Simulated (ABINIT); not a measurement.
# CsPbCl3: optical spectrum with LDA

Crystal: CsPbCl3.

```xyz
5
Lattice="5.5001 0.0000 0.0000 0.0000 5.5001 0.0000 0.0000 0.0000 5.5001" Properties=species:S:1:pos:R:3 pbc="T T T"
Pb    2.7500    2.7500    2.7500
Cs    0.0000    0.0000    0.0000
Cl    2.7500    0.0000    2.7500
Cl    0.0000    2.7500    2.7500
Cl    2.7500    2.7500    0.0000
```

The cell isn't the ideal one: cell relaxed at zero pressure by an earlier run.

| Item | Value |
| --- | --- |
| Program | ABINIT 10.8.3 (patched build) |
| Task | optical spectrum |
| Functional | LDA |
| Potentials or basis | HGH LDA |
| Cutoff | 1034 eV |
| k mesh | 6 × 6 × 6, shifted |
| Occupations | fixed |
| Spin | no spin polarisation |
| Cutoff smearing ecutsm (Ha) | 0.5 |
| Bands in the sums | 19 |
| Broadening (eV) | 0.2 |
| Scissor shift (eV) | 0 |
| Tensor components | [11] |

```
Pressure : -0.2 GPa
```

Dielectric function (mean over the directions given):
| energy (eV) | real part | imaginary part |
| --- | --- | --- |
| 0.33 | 3.74 | 0.02 |
| 1.31 | 4.04 | 0.12 |
| 2.29 | 4.64 | 1.48 |
| 3.37 | 4.21 | 2.72 |
| 4.35 | 3.43 | 4.17 |
| 5.44 | 1.57 | 3.11 |
| 6.42 | 0.96 | 2.97 |
| 7.51 | 1.33 | 2.83 |
| 8.49 | -0.50 | 2.55 |
| 9.58 | -0.61 | 1.27 |
| 10.56 | -0.53 | 0.66 |
| 11.65 | -0.19 | 0.31 |
| 12.63 | 0.05 | 0.31 |
| 13.71 | 0.19 | 0.14 |
| 14.69 | 0.36 | 0.05 |
| 15.78 | 0.49 | 0.02 |
| 16.76 | 0.58 | 0.01 |
| 17.85 | 0.64 | 0.01 |
| 18.83 | 0.69 | 0.01 |
| 19.92 | 0.73 | 0.01 |

Run time: 3.5 min on 1 thread of AMD EPYC 7R43 64-Core Processor (Zen 3), on a shared host, peak memory 1.1 GiB.

Caveat: spectra need much finer meshes, so this one isn't converged; independent-particle spectra lack excitons; HGH potentials are hard and often keep d shells in the core, so these values are rough. Spin-orbit coupling is left out, which matters for the levels of Cs, Pb.
